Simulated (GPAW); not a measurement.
CoO:

```
CELL_PARAMETERS angstrom
1.50547 0.86918 2.43993
-1.50547 0.86918 2.43993
0.00000 -1.73837 2.43993
ATOMIC_POSITIONS crystal
Co 0.00000 0.00000 0.00000
O 0.50000 0.50000 0.50000
```

The cell is a database's computed one.

Base run:

* Program: GPAW 26.7.0
* Functional: PBEsol
* Potentials or basis: PAW data sets generated in the run's folder for this functional
* Cutoff: 800 eV
* Basis: pw
* k mesh: 8 × 8 × 8
* Occupations: fermi-dirac, width 0.05 eV
* Spin: collinear spin, ferromagnetic start
* Starting moments: [2.0, 0.0] μB
* Hubbard terms: Co d U = 2 eV

Its results: pressure -6.6 GPa; net moment 3.00 μB per cell; site moments Co +2.64; O +0.22 μB.

Q: The run is repeated on the same cell with these changes: hubbard terms from Co d U = 2 eV to Co d U = 6 eV. What comes out?

A: Pressure -2.4 GPa; net moment 3.00 μB per cell; site moments Co +2.75; O +0.16 μB.

Caveats: a cell with one magnetic atom can't hold antiferromagnetic order, which such compounds often take.

Not every run made on this cell is shown here.
